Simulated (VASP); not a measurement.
Here is a VASP 6.6.1 calculation.

File INCAR:

```
PREC = Accurate ; ENCUT = 600
EDIFF = 1E-6 ; ISMEAR = 0
SIGMA = 0.05 ; LREAL = False
LASPH = True ; NELM = 80
ALGO = Normal ; ISIF = 3
LWAVE = False ; LCHARG = False
GGA = BO ; LUSE_VDW = True
AGGAC = 0.0 ; PARAM1 = 0.1833333333
PARAM2 = 0.22 ; IBRION = 2
NSW = 60 ; EDIFFG = -0.005
KPAR = 2
```

Contents of KPOINTS:

```
Automatic mesh
0
Gamma
  12 12 3
```

File POSCAR:

```
MoS2
1.0
    3.1690000000      0.0000000000      0.0000000000
   -1.5845000000      2.7444345046      0.0000000000
    0.0000000000      0.0000000000     12.3240000000
Mo S
2 4
Direct
    0.3333333333      0.6666666667      0.2500000000
    0.6666666667      0.3333333333      0.7500000000
    0.3333333333      0.6666666667      0.6230000000
    0.6666666667      0.3333333333      0.1230000000
    0.3333333333      0.6666666667      0.8770000000
    0.6666666667      0.3333333333      0.3770000000
```

Potentials or basis: VASP PAW PBE potentials, release 64 (Mo_sv, S).

Command:

```sh
$ cat potpaw_PBE.64/Mo_sv/POTCAR potpaw_PBE.64/S/POTCAR > POTCAR
$ mpirun -np 2 vasp_std > vasp.out
```

(1) Estimate the relaxed volume.

(2) Predict the space group after relaxing (to 0.05 Å).

(3) What does it give for the band gap on the k mesh?

(4) What does it give for the relaxed cell?

## Answers

(1) 18.34 Å³/atom.

(2) P6_3/mmc (No. 194).

(3) 0.92 eV, indirect (least direct gap 1.60 eV).

(4) a = 3.193 Å, b = 3.193 Å, c = 12.469 Å, α = 90.00°, β = 90.00°, γ = 120.00°.

Caveat: the PAW data sets were made with another functional, which shifts forces and pressure a little; an odd mesh through Γ misses points on the zone boundary, where band edges often lie.
